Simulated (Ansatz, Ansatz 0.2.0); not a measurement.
# First-year notebook: relaxing the cell of LaRu₂ to get its lattice constant

*Notes of a novice, printed with their mistakes. Don't take the settings or the reasoning as a model; a review follows at the end.*

## Starting point

LaRu₂ is a cubic crystal, so one length, a, describes the whole cell. The value I compare with is a = 7.702 Å. It comes from a printed reference work on superconductivity and lattice constants of Laves phases, which compiles values; the method behind this one is not given with it, and neither is the temperature. The second value is 7.71 Å, from the structure I start from (1982, Crystallography Open Database entry 1523459). That one is from diffraction, with no sample or temperature given. The two differ by 0.008 Å. I will use the compiled value for the comparison and the database structure only as the starting point.

| compared with | measured | source's wording or label | method |
| --- | --- | --- | --- |
| a (Å) | 7.702 | cubic lattice constant | compiled value, method not stated * |
| a (Å) | 7.71 | 7.7100 | diffraction refinement behind the database entry |

Where a quantity has several values, deviations refer to the one marked *.

Conditions are those given with the value in the passage it was taken from; "not stated" means there, and the paper may say more elsewhere. The values are a selection: others may have been left out beforehand as unlike or outlying.

## Choices

I want the program to find a for LaRu₂ by itself, by letting the cell and the atoms relax. The model is the primitive cell with 6 atoms. My target is to be within 0.01 Å of 7.702 Å, because then the first two decimals look about right. I will start with something quick, and if the number is off I will change a setting and see whether it gets closer. If that doesn't help I will go to a more expensive method, which should fix whatever is left.

System: LaRu2, cubic Laves, MgCu2 type; Fd-3m (No. 227), 6 atoms in the primitive cell; the database structure is a diffraction structure: a = 7.710 Å; structure from the Crystallography Open Database.

On the selection of runs and values: Further runs on this system are not shown.

## 1. One k-point to begin with

I have read that PBEsol is good for lattice constants, so I take that. For the k mesh I choose 1x1x1. The crystal repeats itself anyway, so one point should stand for all the others, and the run should be quick. I expect to land close to 7.70 Å straight away.

**Run 1.** Ansatz 0.2.0: PBEsol, cell and atoms relaxed from the database structure, PAW set soft_2, cutoff 420 eV (default), 1x1x1 k mesh, Gaussian smearing 0.1 eV.

Key lines of the input:
```
crystal:
  # lattice and atoms
kpoints:
  mp_grid: { grid: [1, 1, 1] }
hamiltonian:
  xc: pbesol
scf:
  occupations: { method: gaussian, width: 0.1 }
output:
  forces: true
  stress: true
relax:
  adjacent_minimum: "off"
  f_tol: 0.005
  max_steps: 30
  cell: { stress_tol: 0.03 }
```

Command:
```
ansatz run input.yaml --threads 4 --pin off --max-ram 16384MiB --backend cpu --events-out ev --progress --plain --runs-dir out
```

Selected lines of the output:
```
relax step   2: F+E_penalty+E_count = -35582.62640959 eV  [...]  max|allowed force component| = 1.645e-23 eV/Å  [...]  P = +6.407 GPa  Ω = 106.606 Å³  [...]
relax step   6: F+E_penalty+E_count = -35582.70913778 eV  [...]  max|allowed force component| = 3.040e-25 eV/Å  [...]  P = -0.000 GPa  Ω = 111.040 Å³  [...]
```

Converged; 1.9 s on 4 cores of Intel Xeon 6975P-C (Granite Rapids), shared host.

| quantity | run 1 | measured | deviation |
| --- | --- | --- | --- |
| a (Å) | 7.630 | 7.702 | −0.072 (−0.9 %) |
| conventional cell volume (Å³) | 444.16 |  |  |

I get 7.630 Å, which is 0.072 Å too short, so my target is missed. The forces are practically zero and the pressure at the end is zero too, so I take it that the calculation itself is right and one k-point is enough. PBEsol must simply squeeze this crystal. In the second step the volume even dropped to 106.606 Å³, so I think the cell shrank too far at the beginning and never found its way back out.

## 2. Starting from a bigger cell

If the cell shrinks too far, I should give it a head start. I make the starting lattice vectors 1.02 times as long, so that it comes down towards 7.70 Å from above. I also loosen the thresholds to 0.2 eV/Å and 5 GPa, so that it can stop when it is comfortable and isn't pressed down to the last bit. The mesh goes to 8x8x8, since the first run took hardly any time. I expect something a little above 7.70 Å.

**Run 2.** Ansatz 0.2.0: PBEsol, cell and atoms relaxed from the database structure, PAW set soft_2, cutoff 420 eV (default), 8x8x8 k mesh, Gaussian smearing 0.1 eV; started from lattice vectors 1.02 times the database's, thresholds 0.2 eV/A and 5 GPa.

Key lines of the input:
```
crystal:
  lattice:
    - [0.0, 3.9321, 3.9321]
    - [3.9321, 0.0, 3.9321]
    - [3.9321, 3.9321, 0.0]
  # atoms
kpoints:
  mp_grid: { grid: [8, 8, 8] }
hamiltonian:
  xc: pbesol
scf:
  occupations: { method: gaussian, width: 0.1 }
output:
  forces: true
  stress: true
relax:
  adjacent_minimum: "off"
  f_tol: 0.2
  max_steps: 60
  cell: { stress_tol: 5.0 }
```

Selected lines of the output:
```
relax step   1: F+E_penalty+E_count = -35588.39646402 eV  [...]  max|allowed force component| = 1.506e-19 eV/Å  [...]  P = -13.167 GPa  Ω = 121.592 Å³  (7 SCF iters, accepted)
relax step   2: F+E_penalty+E_count = -35588.80728211 eV  [...]  max|allowed force component| = 1.831e-17 eV/Å  [...]  P = +8.381 GPa  Ω = 104.662 Å³  [...]
relax step   3: F+E_penalty+E_count = -35588.92921463 eV  [...]  max|allowed force component| = 1.234e-17 eV/Å  [...]  P = -1.345 GPa  Ω = 110.653 Å³  [...]
relax step   4: F+E_penalty+E_count = -35588.92728282 eV  [...]  max|allowed force component| = 1.436e-17 eV/Å  [...]  P = -1.325 GPa  Ω = 110.653 Å³  [...]
```

Converged; wall time 6.4 s.

| quantity | run 2 | measured | deviation |
| --- | --- | --- | --- |
| a (Å) | 7.621 | 7.702 | −0.081 (−1.1 %) |
| conventional cell volume (Å³) | 442.61 |  |  |

Now it is 7.621 Å, which is even shorter than before, although I started from a bigger cell. The volume went from 121.592 Å³ down to 104.662 Å³ in a single step and then only partly recovered. The pressure at the end is −1.325 GPa. I read the minus sign as the crystal still wanting to expand, so the run must have stopped just before it grew to the right size. The 8x8x8 mesh has not helped either, which fits my idea that the k-points don't matter here.

## 3. An even bigger start, and fewer steps

I think 1.02 was too small a head start. This time I make the lattice vectors 1.04 times as long and allow at most 2 ionic steps, so that the cell has no time to shrink too far. I go back to the normal thresholds, because the loose ones did nothing for me. I expect it to stop somewhere near 7.70 Å on the way down.

**Run 3.** Ansatz 0.2.0: PBEsol, cell and atoms relaxed from the database structure, PAW set soft_2, cutoff 420 eV (default), 8x8x8 k mesh, Gaussian smearing 0.1 eV; started from lattice vectors 1.04 times the database's, at most 2 ionic steps.

Key lines of the input, as changed from run 1:
```diff
  crystal:
-   # lattice and atoms
+   lattice:
+     - [0.0, 4.0092, 4.0092]
+     - [4.0092, 0.0, 4.0092]
+     - [4.0092, 4.0092, 0.0]
+   # atoms
  kpoints:
-   mp_grid: { grid: [1, 1, 1] }
+   mp_grid: { grid: [8, 8, 8] }
  relax:
-   max_steps: 30
+   max_steps: 2
```

Selected lines of the output:
```
Basis set: ecut = 420 eV, 2109 PW (Γ) [...]
k-points: 29 of 512
SCF iter   8: F=—  HF=-35588.927928 eV  |F-HF|=—  |Δ(HF+E_count)|=   1.67e-8  Δρ=2.75e-6  dr2=9.04e-9  [...]
SCF iter   9: F=—  HF=-35588.927928 eV  |F-HF|=—  |Δ(HF+E_count)|=   1.05e-9  Δρ=5.07e-7  dr2=4.72e-10  [...]
SCF iter  10: F=-35588.927928 eV  HF=-35588.927928 eV  |F-HF|=7.28e-12  |Δ(HF+E_count)|=  5.82e-11  Δρ=8.53e-8  dr2=6.44e-12  [...]
relax step   1: F+E_penalty+E_count = -35587.67679677 eV  [...]  max|allowed force component| = 2.409e-19 eV/Å  [...]  P = -18.142 GPa  Ω = 128.885 Å³  (7 SCF iters, dr2 threshold 1.00e-7 [...]
relax step   2: F+E_penalty+E_count = -35588.92792831 eV  [...]  max|allowed force component| = 1.147e-17 eV/Å  [...]  P = -1.747 GPa  Ω = 110.940 Å³  [...]
variable-cell relaxation did not converge after 2 steps: max|allowed force component| = 1.15e-17 eV/Å (threshold 5.0e-3), largest principal stress residual = 1.75e0 GPa on the free part of [...]
```

Not converged; wall time 4 s.

This time the volume ends at 110.940 Å³, a little more than the 110.653 Å³ of the run before. The message at the end gives a force of 1.15e-17 eV/Å against a threshold of 5.0e-3, which is far below it, so I count the run as finished. The bigger start has worked, then, but it gains very little. Even in two steps the cell falls almost all the way down, so something in the calculation must be pulling it together.

## 4. Turning the cutoff down

The other number I can change is the cutoff. It is an energy, and I picture it as how hard the electron waves are driven. With 420 eV they probably hold the atoms together too strongly. I turn it down to 120 eV and go back to the database cell as the start. The crystal should then relax outwards, and I expect a to come up towards 7.70 Å.

**Run 4.** Ansatz 0.2.0: PBEsol, cell and atoms relaxed from the database structure, PAW set soft_2, cutoff 120 eV, 8x8x8 k mesh, Gaussian smearing 0.1 eV.

Key lines of the input, as changed from run 1:
```diff
  kpoints:
-   mp_grid: { grid: [1, 1, 1] }
+   mp_grid: { grid: [8, 8, 8] }
+ basis:
+   ecutwfc: 120.0
```

Selected lines of the output:
```
relax step  19: F+E_penalty+E_count = -35144.28460385 eV  [...]  max|allowed force component| = 7.686e-18 eV/Å  [...]  P = +0.000 GPa  Ω = 116.697 Å³  [...]
relax step  20: F+E_penalty+E_count = -35144.28460385 eV  [...]  max|allowed force component| = 5.108e-18 eV/Å  [...]  P = +0.016 GPa  Ω = 116.697 Å³  [...]
  cell:  # Å, volume = 116.6969 Å³
```

Converged; wall time 7.3 s. Warnings: cutoff_below_recommended.

| quantity | run 4 | measured | deviation |
| --- | --- | --- | --- |
| a (Å) | 7.757 | 7.702 | +0.055 (+0.7 %) |
| conventional cell volume (Å³) | 466.79 |  |  |

The cutoff is the right knob. The crystal has grown to 7.757 Å, and the pressure at the end is only +0.016 GPa, so it is happy at that size. It is now 0.055 Å too long instead of too short, which is also the closest I have come so far. I conclude that 420 eV squeezes LaRu₂ and 120 eV lets it go a bit too far.

## 5. A cutoff in the middle

The measured value lies between my results at 120 eV and 420 eV, so the correct cutoff for this crystal must lie between them too. I take 290 eV and leave everything else as it is. I expect a to come out close to 7.70 Å, and then I would know which cutoff belongs to LaRu₂.

**Run 5.** Ansatz 0.2.0: PBEsol, cell and atoms relaxed from the database structure, PAW set soft_2, cutoff 290 eV, 8x8x8 k mesh, Gaussian smearing 0.1 eV.

Key lines of the input, as changed from run 4:
```diff
  basis:
-   ecutwfc: 120.0
+   ecutwfc: 290.0
  relax:
-   max_steps: 30
+   max_steps: 60
```

Selected lines of the output:
```
relax step  13: F+E_penalty+E_count = -35587.73114271 eV  [...]  max|allowed force component| = 1.672e-17 eV/Å  [...]  P = -0.011 GPa  Ω = 109.808 Å³  [...]
```

Converged; wall time 12 s. Warnings: cutoff_below_recommended.

| quantity | run 5 | measured | deviation |
| --- | --- | --- | --- |
| a (Å) | 7.601 | 7.702 | −0.101 (−1.3 %) |
| conventional cell volume (Å³) | 439.23 |  |  |

The result is 7.601 Å, the shortest so far and 0.101 Å below the measured value. I had expected the middle cutoff to give a middle length. The total energy may explain it: it is −35587.73 eV here and was −35144.28 eV at 120 eV. More negative means more strongly bound, so at 290 eV the atoms are held together much harder, and that makes the cell small. The low cutoff was therefore the more natural one for this crystal, and 290 eV is just a bad value for it.

## 6. A more expensive method

I am tired of hunting for the cutoff, so I leave it at the default and switch on spin-orbit coupling. I have read that it matters for heavy atoms, and lanthanum is heavy. It makes the calculation more complete, so it should also repair what the cutoff does wrong. I expect the extra interaction to push the atoms apart and bring a up to about 7.70 Å.

**Run 6.** Ansatz 0.2.0: PBEsol with spin-orbit coupling, cell and atoms relaxed from the database structure, cutoff 420 eV (default), 8x8x8 k mesh, Gaussian smearing 0.1 eV.

Key lines of the input, as changed from run 5:
```diff
  hamiltonian:
+   pseudopotentials: { kind: paw_fr }
- basis:
-   ecutwfc: 290.0
+ magnetization:
+   noncollinear: true
+   spin_orbit: true
```

Selected lines of the output:
```
  cell:  # Å, volume = 109.8351 Å³
Magnetic group: BNS 227.129 (UNI 1631), of the structure as read, at distance tolerance 4.9e-5 Å
Magnetization: |M| = 0.0000 μB,  M = (+0.0000, +0.0000, +0.0000) μB
```

Converged; 2.7 min on 4 cores of Arm Neoverse V1, shared host.

| quantity | run 6 | measured | deviation |
| --- | --- | --- | --- |
| a (Å) | 7.602 | 7.702 | −0.100 (−1.3 %) |
| conventional cell volume (Å³) | 439.34 |  |  |

The result is 7.602 Å, almost the same as the 7.601 Å I got at 290 eV, and still 0.100 Å too short. The magnetization is 0.0000 μB in every direction. Spin-orbit coupling needs spins to act on, so I conclude that it found none here and did nothing. That means lanthanum isn't heavy enough for it to matter, and the cell is small for the same reason as before.

## 7. Back to a small k mesh

Looking back through my results at 420 eV, the very first one, with a single k-point, is the longest at 7.630 Å. The runs with 8x8x8 that reached an end all came out shorter. So I was wrong that the k-points don't matter: too many of them shrink the crystal. I go back to plain PBEsol and take 2x2x2, which is still a small mesh but looks more serious than one point. I expect it to be longer than 7.630 Å and hope it gets near 7.70 Å.

**Run 7.** Ansatz 0.2.0: PBEsol, cell and atoms relaxed from the database structure, PAW set soft_2, cutoff 420 eV (default), 2x2x2 k mesh, Gaussian smearing 0.1 eV.

Key lines of the input, as changed from run 1:
```diff
  kpoints:
-   mp_grid: { grid: [1, 1, 1] }
+   mp_grid: { grid: [2, 2, 2] }
```

Selected lines of the output:
```
relax step   6: F+E_penalty+E_count = -35589.21749772 eV  [...]  max|allowed force component| = 3.701e-17 eV/Å  [...]  P = +0.012 GPa  Ω = 109.539 Å³  [...]
  cell:  # Å, volume = 109.5389 Å³
```

Converged; 1.9 s on 4 cores of Intel Xeon 6975P-C (Granite Rapids), shared host.

| quantity | run 7 | measured | deviation |
| --- | --- | --- | --- |
| a (Å) | 7.595 | 7.702 | −0.107 (−1.4 %) |
| conventional cell volume (Å³) | 438.16 |  |  |

It came out at 7.595 Å, shorter than the 7.630 Å with one k-point and the shortest of all my results. I had hoped for the opposite. The pressure at the end is only +0.012 GPa, so the run itself looks fine to me. I think 2x2x2 must be an unlucky mesh for this crystal, in the same way that 290 eV was a bad cutoff. One k-point suits it better, because there is nothing for the points to disagree about. I still don't know which setting would bring a to 7.70 Å, and I am leaving it here.

## Table of results

| run | settings | a (Å) | deviation | cost | status |
| --- | --- | --- | --- | --- | --- |
| 1 | PBEsol, PAW set soft_2, cutoff 420 eV (default), 1x1x1 k mesh | 7.630 | −0.072 (−0.9 %) | under 1 core-min |  |
| 2 | PBEsol, PAW set soft_2, cutoff 420 eV (default), 8x8x8 k mesh, started from lattice vectors 1.02 times the database's, thresholds 0.2 eV/A and 5 GPa | 7.621 | −0.081 (−1.1 %) | under 1 core-min |  |
| 3 | PBEsol, PAW set soft_2, cutoff 420 eV (default), 8x8x8 k mesh, started from lattice vectors 1.04 times the database's, at most 2 ionic steps | – |  | under 1 core-min | not converged |
| 4 | PBEsol, PAW set soft_2, cutoff 120 eV, 8x8x8 k mesh | 7.757 | +0.055 (+0.7 %) | under 1 core-min |  |
| 5 | PBEsol, PAW set soft_2, cutoff 290 eV, 8x8x8 k mesh | 7.601 | −0.101 (−1.3 %) | under 1 core-min |  |
| 6 | PBEsol with spin-orbit coupling, cutoff 420 eV (default), 8x8x8 k mesh | 7.602 | −0.100 (−1.3 %) | 11 core-min |  |
| 7 | PBEsol, PAW set soft_2, cutoff 420 eV (default), 2x2x2 k mesh | 7.595 | −0.107 (−1.4 %) | under 1 core-min |  |
|  | measured | 7.702 |  |  |  |

## Where I got to

I did not reach my target of 0.01 Å. The result I will hand in is 7.757 Å, from the run with the 120 eV cutoff, because it is the closest to the measured 7.702 Å. It is 0.055 Å too long, but all my other finished runs are too short, by 0.072 Å to 0.107 Å. The program also reported that run as converged, so I see no reason to doubt it.

What I take from this is that LaRu₂ wants a low cutoff, and that 290 eV and 420 eV pull the atoms too close together. For the k mesh I would stay with one point, since 2x2x2 gave me the shortest cell of all. Spin-orbit coupling cost the most time and brought nothing, which I put down to the crystal having no magnetization.

I still can't say why a bigger starting cell doesn't give a bigger crystal at the end. If I did this again, I would keep 120 eV and use a more expensive functional, which should take away the last 0.055 Å.

## Reviewer's comments

Further runs made for the review:

| reviewer's run | settings | a (Å) | deviation | cost |
| --- | --- | --- | --- | --- |
| R1 | PBEsol, PAW set soft_2, cutoff 420 eV (default), 8x8x8 k mesh | 7.600 | −0.102 (−1.3 %) | under 1 core-min |
| R2 | PBEsol, PAW set soft_2, cutoff 590 eV, 8x8x8 k mesh | 7.600 | −0.102 (−1.3 %) | 1.9 core-min |
| R3 | PBEsol, PAW set soft_2, cutoff 420 eV (default), 10x10x10 k mesh | 7.601 | −0.101 (−1.3 %) | 2 core-min |
| R4 | r2SCAN, PAW set soft_2, cutoff 500 eV (default), 8x8x8 k mesh | 7.674 | −0.028 (−0.4 %) | 2.6 core-min |
|  | measured | 7.702 |  |  |

Using the database structure only as a starting point was right, and PBEsol was a reasonable choice. The 0.01 Å target was arbitrary, since functionals commonly err by more. Changing settings until the number fits is tuning, and a costlier method doesn't repair a poor setting.

Run 1 needed a k mesh, because electron states differ between k-points even in a repeating crystal. Symmetry makes the forces zero, and zero pressure marks only the minimum for the chosen settings. The cell did recover from its overshoot in step 2. An 8x8x8 mesh gives 7.600 Å (R1) for under one core-minute, so PBEsol does make the cell short, by more than run 1 shows.

A relaxation seeks the minimum wherever it starts, so the bigger starts in runs 2 and 3 couldn't help. Negative pressure here means that the cell still wants to contract. Run 2's loose thresholds stopped it about 0.02 Å above R1, so it was no test of the mesh. Run 3 wasn't finished: its message also names a stress residual of 1.75 GPa, and its larger volume is an interrupted contraction.

The cutoff sets how finely the electron waves are described, not how hard they are driven. Run 4 ignored the warning about it, and its 7.757 Å lands near the measurement by chance. Raising the cutoff from 420 to 590 eV leaves a at 7.600 Å (R2), so 420 eV doesn't squeeze the crystal. Run 5 ignored the same warning, but its 7.601 Å is practically the converged result, not the product of a bad value. Its step limit was changed too, contrary to the text, but harmlessly. Its lower total energy reflects a better basis; binding must be judged against separated atoms.

Spin-orbit coupling was worth testing, and it needs no magnetization to act. Run 6 differs from R1 by 0.002 Å, including the change of potential files. The coupling therefore hardly affects this length, which doesn't mean that lanthanum is too light.

Run 7's 2x2x2 mesh should have been checked against a denser one, but it isn't unlucky: it lies 0.005 Å from R1, while one k-point is off by 0.030 Å. A 10x10x10 mesh gives 7.601 Å (R3), so more points don't keep shrinking the crystal.

Handing in run 4 is therefore wrong. "Converged" describes its relaxation, not its cutoff, and a costlier functional at 120 eV would keep the basis error.

Sound PBEsol runs fall about 0.10 Å short of the measurement. r2SCAN comes much closer at 7.674 Å (R4), 0.028 Å short and so still outside the 0.01 Å target; I assume that the cutoff and mesh checks made with PBEsol carry over to it. Changing the functional thus removes most of the shortfall, so for PBEsol I suspect the functional first; the two measured values differ by only 0.008 Å, though they need not be independent. The temperature of the measured value is not given; room temperature is likely. Thermal expansion and zero-point motion, both left out of a static cell, would then lengthen a, for a typical metal by very roughly 0.01 to 0.02 Å on this length, and could account for part of the 0.028 Å left with r2SCAN. These relaxations also keep the cubic symmetry of their start, so they cannot find a distortion that breaks it. How that remainder divides between them and the functional is not shown in this report.

[Logs are printed without paths, hosts, clocks, repeated set-up lines and the standing remarks that a program may print on its own settings, such as how far it seeks lower states.]

[The runs shown are a pick from a larger set of finished runs; failed, doubtful and other runs were left out of it ahead of writing. So were measured values far from every level or from commonly accepted values, and agreement can look better than it is. Lines of input and output are excerpts and may be shortened.]
